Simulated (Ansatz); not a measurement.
FePt (Tetraferroplatinum):

```
Pt Fe
1.0
     2.72350    0.00000    0.00000
     0.00000    2.72350    0.00000
     0.00000    0.00000    3.72000
Pt Fe
1 1
Direct
  0.50000 0.50000 0.50000
  0.00000 0.00000 0.00000
```

Base run:

- Program: Ansatz 0.2.0
- Functional: PBE
- Potentials or basis: Ansatz PAW
- Cutoff: 420 eV (not typed: the program's choice for these potentials)
- k mesh: 7 × 7 × 5
- Occupations: fermi-dirac, width 0.05 eV
- Spin: non-collinear spin, ferromagnetic start, spin-orbit coupling
- Starting moments: [[0.0, 0.0, 0.0], [3.0, 0.0, 0.0]] μB

Its results: band gap on the k mesh none (metal or under the smearing width); pressure 3.1 GPa; net moment 3.25 μB per cell.

The run is repeated on the same cell with these changes: functional from PBE to LDA; moments at the start from [0.0, 0.0, 0.0, 3.0, 0.0, 0.0] to [0.0, 0.0, 0.0, 2.12, 2.12, 0.0]. What comes out?

Band gap on the k mesh none (metal or under the smearing width); pressure -13.2 GPa; net moment 3.15 μB per cell.

Caveats: the thresholds are loose for stress; the PAW data sets come from PBE, with cores solved anew for the run's functional, which leaves a small shift of forces and pressure (some runs).
